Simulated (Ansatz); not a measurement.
The cell is a 2-atom cell of InP started from a crystallographic database; cell and atoms were relaxed with r2SCAN. Around In lie 4 P at 2.56 Å; around P lie 4 In at 2.56 Å.

Space group F-43m (No. 216). a = 5.908 Å, b = 5.908 Å, c = 5.908 Å, α = 90.00°, β = 90.00°, γ = 90.00°
```json
{"atom": "In", "site": "4a", "symmetry": "-43m", "x": "0.0000", "y": "0.0000", "z": "0.0000"}
{"atom": "P", "site": "4d", "symmetry": "-43m", "x": "0.2500", "y": "0.2500", "z": "0.7500"}
```

3 runs of the plane-wave code Ansatz on this cell differ in the functional (and in the settings that go with it). Levels are in eV from each run's valence top; v1 is the last filled band, c1 the first empty one.

Run A, mean stress +1.6 GPa (compression positive):
```tsv
point	v2	v1	c1	c2
Γ	0.00	0.00	0.59	4.09
X	-2.24	-2.24	1.81	2.27
U	-3.19	-1.87	2.37	4.34
L	-0.94	-0.94	1.45	4.80
```

Run B, mean stress -0.4 GPa (compression positive):
```tsv
point	v2	v1	c1	c2
Γ	0.00	0.00	1.96	5.59
X	-2.51	-2.51	3.05	3.65
U	-3.56	-2.09	3.71	5.93
L	-1.05	-1.05	2.83	6.33
```

Run C, mean stress 0.0 GPa (compression positive):
```tsv
point	v2	v1	c1	c2
Γ	0.00	0.00	1.03	4.43
X	-2.33	-2.33	2.04	2.54
U	-3.30	-1.94	2.65	4.69
L	-0.97	-0.97	1.80	5.14
```

Task: Match the runs to PBE, r2SCAN, PBE0.

Result: A is PBE, B is PBE0, C is r2SCAN. In order of the gap: PBE 0.59, r2SCAN 1.03, PBE0 1.96 eV. The stress vanishes for r2SCAN, which relaxed the cell.

The values are computed, spin-unpolarised, and not measurements.

Spin-orbit coupling is left out, which matters wherever the heavy atoms make up the band edges.

The program warns that its thresholds are loose for a hybrid's stress.

The meshes of the hybrids are coarse, so their gaps aren't converged to the digits shown.
